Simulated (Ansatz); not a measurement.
We consider rock-salt LiI, described by PBE0-D3(BJ) (plane waves, PAW; Ansatz, a quantum-chemistry and plane-wave program).

Numerical settings: plane-wave cutoff 460 eV, 8×8×8 k mesh, Fermi–Dirac smearing 0.01 eV, scalar-relativistic PAW data made under PBE.

The volume scan:

```json
[
 {"V (Å³/atom)": "23.380", "E − E_lowest (meV/atom)": "5.36"},
 {"V (Å³/atom)": "23.995", "E − E_lowest (meV/atom)": "1.15"},
 {"V (Å³/atom)": "24.386", "E − E_lowest (meV/atom)": "0.00"},
 {"V (Å³/atom)": "25.226", "E − E_lowest (meV/atom)": "1.03"},
 {"V (Å³/atom)": "25.831", "E − E_lowest (meV/atom)": "4.37"}
]
```

**Question.** Fit the third-order Birch–Murnaghan equation and give B0 and B′.

**Answer.** V0 = 24.611 Å³/atom, B0 = 26.2 GPa, B′ = 4.4 (fit to the energies at full precision).

Measured, for comparison: bulk modulus 24 GPa (0 K, extrapolated to 0 K; as tabulated in Doll and Stoll (1998), arXiv:cond-mat/9801031). Computed (rounded) less measured: bulk modulus +9 %.

Spin–orbit coupling is not included.

Computed values are for the static lattice.

The result took around 16 core-minutes (rough).
